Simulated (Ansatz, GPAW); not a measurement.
This is a calculation of Be (Beryllium) for GPAW 26.7.0 (ASE script). 

The input run.py:

```python
from ase import Atoms
from ase.dft.bandgap import bandgap
from ase.io import write
from ase.units import GPa
from gpaw import GPAW, PW

atoms = Atoms(['Be', 'Be'],
              cell=[[2.2853, 0.0, 0.0],
                    [-1.14265, 1.9791278553, 0.0],
                    [0.0, 0.0, 3.5842]],
              scaled_positions=[[0.6666666667, 0.3333333333, 0.75],
                                [0.3333333333, 0.6666666667, 0.25]],
              pbc=True)

calc = GPAW(mode=PW(800),
            xc='LDA',
            kpts={'size': (13, 13, 8), 'gamma': True},
            occupations={'name': 'methfessel-paxton', 'order': 0, 'width': 0.05},
            nbands=9,
            convergence={'density': 1e-05, 'energy': 1e-05},
            maxiter=150,
            txt='gpaw.txt')
atoms.calc = calc
energy = atoms.get_potential_energy()
forces = atoms.get_forces()
stress = atoms.get_stress()
calc.write('gs.gpw')
write('result.traj', atoms)
print(f'Energy: {energy:.6f} eV')
print('Forces (eV/A):')
print(forces.round(4))
print('Stress (GPa):', (stress / GPa).round(3))
print('Fermi level:', round(calc.get_fermi_level(), 4), 'eV')
print(f'Gap: {bandgap(calc)[0]:.4f} eV, direct: {bandgap(calc, direct=True)[0]:.4f} eV')
```

Potentials or basis: the program's PAW data sets (release 1.2.1) made for this functional, pw.

Launch:

```sh
$ OMP_NUM_THREADS=1 python run.py
```

What does the same run look like in Ansatz 0.2.0? Potentials or basis there: all-electron LAPW, scalar-relativistic.

As run (cutoffs and basis follow the program's own potentials, and thresholds, step limits or extra output files can differ):

The input input.yaml:

```yaml
crystal:
  lattice:
    - [2.2853, 0.0, 0.0]
    - [-1.14265, 1.9791278553, 0.0]
    - [0.0, 0.0, 3.5842]
  atoms:
    - { symbol: Be, position: [0.6666666667, 0.3333333333, 0.75] }
    - { symbol: Be, position: [0.3333333333, 0.6666666667, 0.25] }
kpoints:
  mp_grid: { grid: [13, 13, 8] }
scf:
  occupations: { method: gaussian, width: 0.05 }
hamiltonian:
  xc: lda
  pseudopotentials: { kind: all_electron, lapw: { basis_error: 0.001 } }
output:
  forces: true
  stress: true
  eigenvalues: true
```

Potentials or basis: all-electron LAPW, scalar-relativistic.

The run is started by

```bash
$ ansatz run input.yaml --threads 1 --pin off --max-ram 3072MiB --backend cpu --events-out ev --progress --plain --runs-dir out
```

Both were run:

|  | GPAW | Ansatz |
| --- | --- | --- |
| Pressure | -7.0 GPa | -8.3 GPa |

Where Ansatz's input types no cutoff or centring, it takes its own default and a Γ-centred mesh.

The two programs' LDA may be different fits to the electron gas.

Pressure is positive in compression.
